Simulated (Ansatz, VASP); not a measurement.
# ZnS in two plane-wave programs, part 2 of 2

Wanted: the spread between two codes on one cell, functional and k mesh. The cell is taken from a series of runs on this material, whose earlier steps may have relaxed, scaled, displaced or heated it; both programs get it as it stands.

VASP 6.6.1 and Ansatz 0.2.0.

So far: Set-up; Ansatz: zone-centre phonons, LDA, pair 1; VASP: zone-centre phonons, LDA, pair 1.

**4. Side by side**

Known differences besides the potentials themselves: the two LDA forms differ slightly; fixed occupations in Ansatz, narrow Gaussian smearing in VASP; the cutoff is 420 eV in Ansatz and 500 eV in VASP; VASP's log shows a relativistic correction to its local exchange, Ansatz's none. Total energies have different zeros and are not compared.

Both answers:

```csv
quantity,Ansatz,VASP,difference
optical mode 1 (cm⁻¹),295.0,296.7,-0.59 %
optical mode 2 (cm⁻¹),295.3,296.8,-0.53 %
optical mode 3 (cm⁻¹),303.7,305.5,-0.59 %
```

Modes are paired by rising frequency, not by their patterns, so a pair may set unlike modes beside each other; they are those without the splitting of longitudinal modes.

**5. Ansatz: zone-centre phonons, LDA, pair 2**

Second derivatives magnify differences that forces hide, and they need a tight electronic threshold. The cell compared in this pair holds 36.68 Å³, against 36.51 Å³ for the pair before.

The cell is taken from a series of runs on this material, whose earlier steps may have relaxed, scaled, displaced or heated it; both programs get it as it stands.

input.yaml

```yaml
crystal:
  lattice:
    - [-0.039590221, 2.6084972616, 2.696191153]
    - [2.6084972616, -0.039590221, 2.696191153]
    - [2.5689070406, 2.5689070406, 0.0]
  atoms:
    - { symbol: S, position: [0.0029142271, 0.0029142271, -0.0029142271] }
    - { symbol: Zn, position: [0.7470857729, 0.7470857729, 0.7529142271] }
kpoints:
  mp_grid: { grid: [12, 12, 12] }
hamiltonian:
  xc: lda
  pseudopotentials: { kind: paw, azcp: { folder: soft_1 }, xc_functional: pbe }
scf:
  occupations: { method: fixed }
output:
  eigenvalues: true
phonons:
  method: dfpt
```

Command:

```sh
$ ansatz run input.yaml --threads 4 --pin off --max-ram 10240MiB --backend cpu --events-out ev --progress --plain --runs-dir out
```

Numbers of over 12 decimals in the logs are rounded to 6 here.

The log of the run:

```text
[...]
Crystal: 2 atoms, lattice volume = 36.683 Å³
Basis set: ecut = 420 eV, 721 PW (Γ), exchange–correlation on 54×54×54 points (8 copies of the dense FFT grid, shifted against one another)
Bands: 13, of which v1, the nominal top of the filled ones, is band 9 counted from 1 (8 counted from 0)
Symmetry: 4 space group operations
k-points: 476 of 1728 (irreducible under 2 space group operations, time reversal used)
[...]
k-point 1: bands = [... 5 lower, 0.2471, 5.8816, 6.3477, 6.3898, 9.1003, 12.5778, 12.6856, 12.8811]
  k-point 2: bands = [... 5 lower, 0.2424, 4.7141, 6.1493, 6.1551, 9.6906, 12.7405, 12.9313, 13.1726]
  k-point 475: bands = [... 5 lower, 0.4479, 1.3751, 3.9042, 4.2619, 9.5531, 10.6309, 17.4270, 18.7478]
[...]
ASR residual: 5.299e-5 → 0.000e0 eV/Å²; symmetrization residual: 2.572e-6 eV/Å²
  ASR residual per site (eV/Å²): 4.21e-6 5.30e-5
  Γ frequencies (cm⁻¹): 0.00 0.00 0.00 293.66 294.87 300.35
[...]
[key lines of the parts left out:]
SCF converged after 9 iterations
Free energy (F): -4117.431549 eV
Fermi energy:    6.613946 eV
```

**6. VASP: zone-centre phonons, LDA, pair 2**

The same cell, functional (in two slightly different forms) and mesh now go to VASP, with its own data sets.

INCAR

```
SYSTEM = ZnS
PREC = Accurate
ENCUT = 500
EDIFF = 1E-08
NELM = 120
ISMEAR = 0
SIGMA = 0.01
LREAL = .FALSE.
ALGO = Normal
GGA = CA
NBANDS = 15
LORBIT = 11
LWAVE = .FALSE.
LCHARG = .FALSE.
ISIF = 2
IBRION = 8
LASPH = .TRUE.
GGA_COMPAT = .FALSE.
EFERMI = MIDGAP
KPAR = 2
```

POSCAR

```
ZnS
1.0
   -0.0395902210      2.6084972616      2.6961911530
    2.6084972616     -0.0395902210      2.6961911530
    2.5689070406      2.5689070406      0.0000000000
S Zn
1 1
Direct
    0.0029142271      0.0029142271      0.9970857729
    0.7470857729      0.7470857729      0.7529142271
```

KPOINTS

```
Automatic mesh
0
Gamma
12 12 12
0 0 0
```

Potentials, in the order of the species: S and Zn (LDA family, release 64).

Command:

```sh
$ mpirun -np 2 vasp_std
```

The log of the run:

```text
[... set-up lines as in an earlier step ...]
 entering main loop
       N       E                     dE             d eps       ncg     rms          rms(c)
DAV:   1     0.812220682281E+02    0.81222E+02   -0.84701E+03  8400   0.140E+03
DAV:   2    -0.331244189264E+01   -0.84535E+02   -0.79270E+02  9331   0.269E+02
DAV:   3    -0.858355503629E+01   -0.52711E+01   -0.52436E+01 10598   0.642E+01
DAV:   4    -0.863859688507E+01   -0.55042E-01   -0.55024E-01 10108   0.681E+00
[...]
DAV:  12    -0.819584716684E+01   -0.81325E-07   -0.13441E-06 10213   0.151E-02    0.258E-03
DAV:  13    -0.819584717788E+01   -0.11039E-07   -0.91224E-08 10878   0.340E-03    0.272E-04
DAV:  14    -0.819584717785E+01    0.25921E-10   -0.30431E-09  6251   0.117E-03
   1 F= -.81958472E+01 E0= -.81958472E+01  d E =0.000000E+00
 Linear response reoptimize wavefunctions to high precision
DAV:   1    -0.819584717806E+01   -0.21055E-09   -0.99093E-10  7420   0.436E-04
DAV:   2    -0.819584717807E+01   -0.13642E-10   -0.18984E-10  5040   0.129E-04
 Linear response DOF=           4
 Linear response progress:
[...]
RMM:   9    -0.209913958467E+00    0.16964E-06   -0.98594E-11 52071   0.516E-05    0.126E-05
RMM:  10    -0.209913914143E+00    0.44324E-07    0.16605E-10 52580   0.203E-05    0.118E-06
RMM:  11    -0.209913919897E+00   -0.57533E-08   -0.13018E-10 43911   0.892E-06    0.473E-07
 first order change of Fermi-energy  -0.30315E-04
 force on displaced ion       2 direction 1 :  -6.939  -0.000   0.000
 Linear response progress:
  Degree of freedom:   4/  4
       N       E                     dE             d eps       ncg     rms          rms(c)
RMM:   1    -0.212465705227E+00   -0.21247E+00    0.42314E-03 11921   0.218E+00
RMM:   2    -0.210605092134E+00    0.18606E-02   -0.29934E-03 13422   0.475E-01    0.129E-01
RMM:   3    -0.210403483657E+00    0.20161E-03   -0.70844E-05 15892   0.700E-02    0.755E-02
RMM:   4    -0.210150903233E+00    0.25258E-03   -0.13554E-05 15675   0.274E-02    0.474E-03
[...]
RMM:   9    -0.210154793234E+00    0.20380E-06   -0.61860E-10 16543   0.520E-05    0.184E-05
RMM:  10    -0.210154748443E+00    0.44791E-07   -0.89950E-11 16691   0.207E-05    0.145E-06
RMM:  11    -0.210154750851E+00   -0.24081E-08   -0.28705E-10 13994   0.866E-06    0.838E-07
 first order change of Fermi-energy  -0.31293E+00
 force on displaced ion       2 direction 3 :  -0.000  -0.000  -7.228
 Linear response finished
```

OUTCAR, selected parts (step 6):

```text
  Total        0.4257773      0.4257773      0.0625403      0.3670126      0.0000000      0.0000000
  in kB       18.5965188     18.5965188      2.7315521     16.0298751      0.0000000      0.0000000
  external PRESSURE =      13.3081966 kB  Pullay stress =       0.0000000 kB

 POSITION                                       TOTAL-FORCE (eV/Angst)
 -----------------------------------------------------------------------------------
      2.56891      2.56891      0.01571         0.000000      0.000000      0.000806
      3.85336      3.85336      4.02857        -0.000000     -0.000000     -0.000806
 -----------------------------------------------------------------------------------
    total drift:                                0.000001      0.000001     -0.000151

[... 1 part as in an earlier step ...]

[... 1 further part left out ...]
```

**7. Comparison**

Compared:

```csv
quantity,Ansatz,VASP,difference
optical mode 1 (cm⁻¹),293.7,295.7,-0.70 %
optical mode 2 (cm⁻¹),294.9,296.3,-0.50 %
optical mode 3 (cm⁻¹),300.4,302.1,-0.57 %
```

Modes are paired by rising frequency, not by their patterns, so a pair may set unlike modes beside each other; they are those without the splitting of longitudinal modes.

**8. Results**

| Item | Value |
| --- | --- |
| r.m.s. difference of the optical zone-centre modes, each program's sorted by frequency (zone-centre phonons, LDA, pair 1) | 1.7 cm⁻¹ |
| difference in optical mode 3 (zone-centre phonons, LDA, pair 1) | -0.6 % |
| r.m.s. difference of the optical zone-centre modes, each program's sorted by frequency (zone-centre phonons, LDA, pair 2) | 1.8 cm⁻¹ |
| difference in optical mode 1 (zone-centre phonons, LDA, pair 2) | -0.7 % |

What this shows: The r.m.s. difference of the optical zone-centre modes, each program's sorted by frequency is 1.7 cm⁻¹ (zone-centre phonons, LDA, pair 1). Among the rows given in per cent, the largest difference of the zone-centre phonons, LDA, pair 1 pair is in optical mode 3, -0.6 %. Among the rows given in per cent, the largest difference of the zone-centre phonons, LDA, pair 2 pair is in optical mode 1, -0.7 %. Such differences can come from data sets, numerical settings and the points named under the comparisons, not from the functional's error against experiment.

[Lines on the potential files, build, host, timing and source positions are cut from VASP's logs without a mark.]

[Logs are printed without paths, hosts, clocks, repeated set-up lines and the standing remarks that a program may print on its own settings, such as how far it seeks lower states.]

[Hosts, paths, dates, database ids (printed as entryN), source tags and the programs' standing remarks are cut or masked in the printed files.]
